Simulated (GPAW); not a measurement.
# GaSb (F-43m) in GPAW: notebook

The runs below take GaSb through band structure, with PBEsol.

Everything below comes from runs of GPAW 26.7.0. Logs are shortened: lines on timing, memory, paths and dates and some standing lists are left out, and cuts for length are marked. The log counts tension as positive stress, the text compression.

**Experimental background.**

A printed reference work, data compilation reports, for a bulk crystal of GaSb at 4.2 K: band gap 0.811 eV (direct).

How close the calculation comes is told below.

## 1. The crystal as given

Symmetry: F-43m, No. 216, cubic system. Conventional cell: a = 6.118 Å, b = 6.118 Å, c = 6.118 Å, α = 90.00°, β = 90.00°, γ = 90.00°. Sb (site symmetry -43m) is surrounded by 4 Ga at 2.65 Å. Around Ga (site symmetry -43m) lie 4 Sb at 2.65 Å.

## 2. Band structure, PBEsol

Input file run.py:

```python
from ase import Atoms
from ase.dft.bandgap import bandgap
from ase.io import write
from ase.units import GPa
from gpaw import GPAW, PW, setup_paths

setup_paths.insert(0, '.')

atoms = Atoms(['Sb', 'Ga'],
              cell=[[0.0, 3.059, 3.059],
                    [3.059, 0.0, 3.059],
                    [3.059, 3.059, 0.0]],
              scaled_positions=[[0.75, 0.75, 0.75],
                                [0.0, 0.0, 0.0]],
              pbc=True)

calc = GPAW(mode=PW(600),
            xc='PBEsol',
            kpts={'size': (8, 8, 8), 'gamma': True},
            occupations={'name': 'fermi-dirac', 'width': 0.05},
            nbands=18,
            convergence={'density': 1e-05, 'energy': 1e-05},
            maxiter=150,
            txt='gpaw.txt')
atoms.calc = calc
energy = atoms.get_potential_energy()
forces = atoms.get_forces()
stress = atoms.get_stress()
calc.write('gs.gpw')
write('result.traj', atoms)
print(f'Energy: {energy:.6f} eV')
print('Forces (eV/A):')
print(forces.round(4))
print('Stress (GPa):', (stress / GPa).round(3))
print('Fermi level:', round(calc.get_fermi_level(), 4), 'eV')
print(f'Gap: {bandgap(calc)[0]:.4f} eV, direct: {bandgap(calc, direct=True)[0]:.4f} eV')

path = atoms.cell.bandpath('GXWKGLUWLK,UX', npoints=100, eps=1e-4)
bs_calc = calc.fixed_density(kpts=path, symmetry='off', nbands=30,
                             convergence={'bands': 'CBM+6.0', 'eigenstates': 1e-6}, txt='bands.txt')
bs = bs_calc.band_structure()
bs.write('bs.json')
print(f'Gap on the path: {bandgap(bs_calc)[0]:.4f} eV')
```

Potentials or basis: PAW data sets generated in the run's folder for this functional, pw.

Command:

```bash
gpaw-setup -f PBEsol Ga Sb
OMP_NUM_THREADS=1 python run.py
```

gpaw.txt:

```text
__  _  _
 | _ |_)|_||  |
 |__||  | ||/\| - 26.7.0

Input parameters:
  mode=PW(ecut=600.0),
  convergence={'density': 1e-05, 'energy': 1e-05},
  kpts=MonkhorstPack(size=(8, 8, 8), gamma=True),
  maxiter=150,
  nbands=18,
  occupations=Occupations(name='fermi-dirac', width=0.05),
  xc=XC(name='PBEsol')

Diagonalizing LCAO Hamiltonian
Converting LCAO to pw mode

                     Sb

       Ga

Atoms  # Å, Bohr magnetons
|   | symbol |        x |        y |        z |    initial magnetic moments |
|---|--------|----------|----------|----------|-----------------------------|
| 0 |     Sb | 4.588500 | 4.588500 | 4.588500 | ( 0.0000,  0.0000,  0.0000) |
| 1 |     Ga | 0.000000 | 0.000000 | 0.000000 | ( 0.0000,  0.0000,  0.0000) |

Unit cell  # Å
| periodic |        x |        y |        z |  lengths |    angles |
|----------|----------|----------|----------|----------|-----------|
|      yes | 0.000000 | 3.059000 | 3.059000 | 4.326079 | 60.000000 |
|      yes | 3.059000 | 0.000000 | 3.059000 | 4.326079 | 60.000000 |
|      yes | 3.059000 | 3.059000 | 0.000000 | 4.326079 | 60.000000 |

Number of symmetries: 24
Symmetry operations  # r_c * U_cc + t_c -> r_c
|    | kind |            matrix            |
|----|------|------------------------------|
|  0 |  E   |  1, 0, 0,  0, 1, 0,  0, 0, 1 |
|  1 |  σ   |  1, 0, 0,  0, 0, 1,  0, 1, 0 |
|  2 |  σ   |  1, 0,-1,  0, 1,-1,  0, 0,-1 |
|  3 |  C3  |  1, 0,-1,  0, 0,-1,  0, 1,-1 |
|  4 |  C3  |  1,-1, 0,  0,-1, 1,  0,-1, 0 |
|  5 |  σ   |  1,-1, 0,  0,-1, 0,  0,-1, 1 |
|  6 |  σ   |  0, 1, 0,  1, 0, 0,  0, 0, 1 |
|  7 |  C3  |  0, 1, 0,  0, 0, 1,  1, 0, 0 |
|  8 |  C2  |  0, 1,-1,  1, 0,-1,  0, 0,-1 |
|  9 |  S4  |  0, 1,-1,  0, 0,-1,  1, 0,-1 |
| 10 |  C3  |  0, 0, 1,  1, 0, 0,  0, 1, 0 |
| 11 |  σ   |  0, 0, 1,  0, 1, 0,  1, 0, 0 |
| 12 |  S4  |  0, 0,-1,  1, 0,-1,  0, 1,-1 |
| 13 |  C3  |  0, 0,-1,  0, 1,-1,  1, 0,-1 |
| 14 |  S4  |  0,-1, 1,  1,-1, 0,  0,-1, 0 |
| 15 |  C2  |  0,-1, 1,  0,-1, 0,  1,-1, 0 |
| 16 |  C3  |  0,-1, 0,  1,-1, 0,  0,-1, 1 |
| 17 |  S4  |  0,-1, 0,  0,-1, 1,  1,-1, 0 |
| 18 |  S4  | -1, 1, 0, -1, 0, 1, -1, 0, 0 |
| 19 |  C3  | -1, 1, 0, -1, 0, 0, -1, 0, 1 |
| 20 |  C3  | -1, 0, 1, -1, 1, 0, -1, 0, 0 |
| 21 |  S4  | -1, 0, 1, -1, 0, 0, -1, 1, 0 |
| 22 |  σ   | -1, 0, 0, -1, 1, 0, -1, 0, 1 |
| 23 |  C2  | -1, 0, 0, -1, 0, 1, -1, 1, 0 |

BZ-sampling:
  Number of BZ points: 512
  Number of IBZ points: 29

  Monkhorst-Pack size: [8, 8, 8]
  Monkhorst-Pack shift: [0.0625, 0.0625, 0.0625]

K-points  # in reciprocal-cell coordinates
|     |                                coordinates |     weight |
|-----|--------------------------------------------|------------|
|   0 | (  0.00000000,   0.00000000,   0.00000000) | 0.00195312 |
|   1 | (  0.12500000,   0.12500000,   0.00000000) | 0.01171875 |
|   2 | (  0.12500000,   0.12500000,   0.12500000) | 0.01562500 |
|   3 | (  0.25000000,   0.12500000,   0.12500000) | 0.02343750 |
|   4 | (  0.25000000,   0.25000000,   0.00000000) | 0.01171875 |
|   5 | (  0.25000000,   0.25000000,   0.12500000) | 0.04687500 |
|   6 | (  0.25000000,   0.25000000,   0.25000000) | 0.01562500 |
|   7 | (  0.37500000,   0.25000000,  -0.37500000) | 0.04687500 |
|   8 | (  0.37500000,   0.25000000,   0.12500000) | 0.04687500 |
|   9 | (  0.37500000,   0.25000000,   0.25000000) | 0.04687500 |
| ... |                                            |            |
|  28 | (  0.50000000,   0.50000000,   0.50000000) | 0.00781250 |

Plane wave coefficients: 1926
Cutoff: 600.0 eV

Spin-components: 1 (collinear spins)
Bands:           18
Projectors:      11
Spin-degeneracy: 2
Datatype:        complex128

Parallelization:
  kpt:    1
  domain: 1
  band:   1

Density:
  Valence electrons: 18.0
  Components: 1
  Grid points: [25 25 25]
  Charge: 0.0  # |e|

Potential:
  Grid points: [25 25 25]

species:
  Sb:
    name:    Antimony
    Z:       51.0
    valence: 15
    core:    36
    charge:  0.0  # [|e|]
    compensation charges:
      type: gauss
      rc: 0.36  # [Å]
      lmax: 2
    cutoffs:
      filter: 2.23  # [Å]
      core: 2.23  # [Å]
    projectors
    | kind |    occ | energy [eV] | rcut [Å] |
    |------|--------|-------------|----------|
    |   5s |  2.000 |     -12.861 |    1.154 |
    |   5p |  3.000 |      -4.846 |    1.233 |
    |   4d | 10.000 |     -33.456 |    1.196 |
    |    s |        |      14.351 |    1.154 |
    |    p |        |      22.365 |    1.233 |
    |    d |        |      -6.245 |    1.196 |

    Using partial waves for Sb as LCAO basis

  Ga:
    name:    Gallium
    Z:       31.0
    valence: 3
    core:    28
    charge:  0.0  # [|e|]
    compensation charges:
      type: gauss
      rc: 0.37  # [Å]
      lmax: 2
    cutoffs:
      filter: 2.06  # [Å]
      core: 4.17  # [Å]
    projectors
    | kind |    occ | energy [eV] | rcut [Å] |
    |------|--------|-------------|----------|
    |   4s |  2.000 |      -8.959 |    1.164 |
    |   4p |  1.000 |      -2.572 |    1.164 |
    |    s |        |      18.252 |    1.164 |
    |    p |        |      24.640 |    1.164 |
    |    d |        |       0.000 |    1.164 |

    Using partial waves for Ga as LCAO basis

Reference energy: -229049.218856  # eV

eigensolver:
  PPCG
  Converge bands: occupied
  niter=2

density mixing:
  MSR1-Mixer
  Pratt-step length: 0.05
  Maximum mixing coefficient: 0.75
  Old densities: 10
  SVD Regularization: 0.005
  Good broyden scale: 1.0
  Trust region scale: 1.0
  Backstep threshold: 4.0
  History deletion threshold: 6.0
  Fourier metric: weight=20.0, sigma=0.015

occupation numbers:
  Fermi-Dirac:
    width: 0.0500  # eV

poisson solver:
  ecut: 4800.0  # eV

xc functional:
  name: PBEsol with 2 nearest neighbor stencil

convergence criteria:
- Maximum integral of absolute [dens]ity change: 1e-05 electrons / valence electron
- Maximum [total energy] change in last 3 cyles: 1e-05 eV / valence electron
- Maximum integral of absolute [eigenst]ate change: 4e-08 eV^2 / valence electron
maximum number of iterations: 150

SCF iterations
|iter     | |      energy | eigst |  dens |
|---------|-|-------------|-------|-------|
|iter:   1| |   -8.476078 | +0.21 |       |
|iter:   2| |   -8.476931 | -1.98 | -1.29 |
|iter:   3| |   -8.440784 | -2.53 | -1.32 |
|iter:   4| |   -8.440551 | -3.25 | -1.88 |
|iter:   5| |   -8.440838 | -4.31 | -2.64 |
|iter:   6| |   -8.440932 | -5.08 | -3.03 |
|iter:   7| |   -8.440932c| -6.82 | -4.15 |
|iter:   8| |   -8.440932c| -7.67c| -4.62 |
|iter:   9| |   -8.440932c| -8.49c| -5.35c|

Converged in 9 steps
Energy contributions relative to reference atoms: (reference = -229049.218856)

Energy contributions:
  Kinetic:          10.305527
  Coulomb:          -9.114354
  Zero:              0.177554
  External:          0.000000
  Xc:               -9.809414
  Entropy:          -0.000490
  Spinorbit:         0.000000
  ----------------------------
  Free energy:      -8.441177
  Extrapolated:     -8.440932

dipole moment: (-11.041988, -11.041988, -11.041988)  # |e|*Ang

Fermi level: 4.804
Eigenvalues  # (at kpt = [0.000, 0.000, 0.000])
| band index |      eig [eV] | occ [0-2] |
|------------|---------------|-----------|
|          0 |       -23.948 |     2.000 |
|        ... |               |           |
|          2 |       -23.948 |     2.000 |
|          3 |       -23.931 |     2.000 |
|          4 |       -23.931 |     2.000 |
|          5 |        -6.732 |     2.000 |
|          6 |         4.736 |     1.588 |
|          7 |         4.736 |     1.588 |
|          8 |         4.736 |     1.588 |
|          9 |         4.774 |     1.289 |
|         10 |         7.537 |     0.000 |
|         11 |         7.537 |     0.000 |
|         12 |         7.537 |     0.000 |
|         13 |        10.412 |     0.000 |
|         14 |        13.464 |     0.000 |
|         15 |        13.464 |     0.000 |
|         16 |        14.183 |     0.000 |
|         17 |        14.183 |     0.000 |

No gap
No difference between direct/indirect transitions

Forces  # eV/Ang
|       x |        y |        z |
|---------|----------|----------|
| 0.00000 | -0.00000 |  0.00000 |  # Sb   0
| 0.00000 |  0.00000 | -0.00000 |  # Ga   1

Stress tensor  # eV/Ang^3
|         x |         y |         z |
|-----------|-----------|-----------|
|  0.000836 | -0.000000 | -0.000000 |
| -0.000000 |  0.000836 |  0.000000 |
| -0.000000 |  0.000000 |  0.000836 |

# Writing to gs.gpw (mode='')
```

It took 1.9 min on 1 thread of Intel Xeon at 2.50GHz (Skylake/Cascade Lake), shared host; peak memory 0.32 GiB.

What came out:

```
Free energy             : -8.4412 eV
Pressure                : -0.1 GPa
Band gap along the path : none (metal or under the smearing width)
```

Levels at the corners of the path, in eV from the Fermi level:
```csv
point,band 7,band 8,band 9,band 10,band 11,band 12
Γ,-0.07,-0.07,-0.07,-0.03,2.73,2.73
X,-6.84,-2.63,-2.63,0.81,1.11,8.66
W,-6.70,-3.44,-3.20,3.63,4.20,4.34
K,-6.66,-3.69,-2.25,1.30,3.79,6.54
Γ,-0.07,-0.07,-0.07,-0.03,2.73,2.73
L,-6.42,-1.21,-1.21,0.32,3.69,3.69
U,-6.66,-3.69,-2.25,1.30,3.79,6.54
W,-6.70,-3.44,-3.20,3.63,4.20,4.34
L,-6.42,-1.21,-1.21,0.32,3.69,3.69
K,-6.66,-3.69,-2.25,1.30,3.79,6.54
U,-6.66,-3.69,-2.25,1.30,3.79,6.54
X,-6.84,-2.63,-2.63,0.81,1.11,8.66
```

Caveat: spin-orbit coupling is left out, which moves the levels of the heavy elements.

(Continued in part 2 of 2.)
